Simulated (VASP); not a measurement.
# Au under changes of volume

One of the cells (16.998 Å³/atom); the others are scaled copies at fixed shape and fractional positions:

```xyz
1
Lattice="-1.6197 1.6197 1.6197 1.6197 -1.6197 1.6197 1.6197 1.6197 -1.6197" Properties=species:S:1:pos:R:3 pbc="T T T"
Au    0.0000    0.0000    0.0000
```

This isn't the form of Au at room conditions, which is fcc.

```yaml
Program: VASP 6.6.1
Functional: PBEsol
Potentials_or_basis: VASP PAW PBE potentials, release 64 (Au)
Cutoff: 520 eV
k_mesh: 10 × 10 × 10
Occupations: fermi-dirac, width 0.05 eV
Spin: no spin polarisation
```

| volume (Å³/atom) | energy over the lowest point (meV/atom) | pressure (GPa) |
| --- | --- | --- |
| 16.318 | ? | ? |
| 16.658 | 3.73 | 3.7 |
| 16.998 | 0.00 | 0.0 |
| 17.338 | 3.72 | -3.3 |
| 17.678 | 13.91 | -6.1 |

Problem. What does the run at 16.318 Å³/atom give?

Solution. Energy over the lowest point 16.04 meV/atom; pressure 8.0 GPa.

Worked out: A Birch-Murnaghan fit of order 2 (a polynomial in V^(-2/3)) to the other rows has its minimum at 16.99 Å³/atom with B0 = V·E''(V) = 172 GPa. It gives 15.47 meV/atom at 16.318 Å³/atom, against the run's 16.04, and -dE/dV = 7.6 GPa, against 8.0.

Energies are extrapolated to zero smearing.

Caveats: the PAW data sets were made with another functional, which shifts forces and pressure a little.
